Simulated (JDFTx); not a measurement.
The system is Zr.

```
CELL_PARAMETERS angstrom
3.23200 0.00000 0.00000
-1.61600 2.79899 0.00000
0.00000 0.00000 5.14700
ATOMIC_POSITIONS crystal
Zr 0.66667 0.33333 0.75000
Zr 0.33333 0.66667 0.25000
```

```yaml
Program: JDFTx 1.7.0 (patched build)
Task: single point
Functional: PBE
Potentials_or_basis: PseudoDojo-SR-PBE-0.5-standard
Cutoff: 898 eV
Density_cutoff: 7184 eV
k_mesh: 9 × 9 × 5
Occupations: fermi-dirac, width 0.05 eV
Spin: no spin polarisation
```

On this cell: pressure 0.6 GPa; largest force under 0.003 eV/Å; band gap on the k mesh none (metal or under the smearing width).

The same run follows on a disturbed copy (atoms moved at random, drawn with an rms of 0.05 Å):

```
Zr
1.0
     3.23200    0.00000    0.00000
    -1.61600    2.79899    0.00000
     0.00000    0.00000    5.14700
Zr
2
Direct
  0.66214 0.33864 0.74918
  0.34713 0.68258 0.24458
```

**Question.** What does the disturbed cell give?

**Answer.** The energy (extrapolated to zero smearing) moves by +1.1 meV/atom; pressure 0.6 GPa; largest force 0.107 eV/Å; band gap on the k mesh none (metal or under the smearing width).

Forces in eV/Å, atoms in the order of the input:
```
Zr   0.038  0.027 -0.096
Zr  -0.038 -0.027  0.096
```

Stress tensor (GPa, compression positive):
```
 0.08 -0.29 -0.01
-0.29  0.49 -0.01
-0.01 -0.01  1.19
```

Caveats: the empty levels aren't tightly converged.
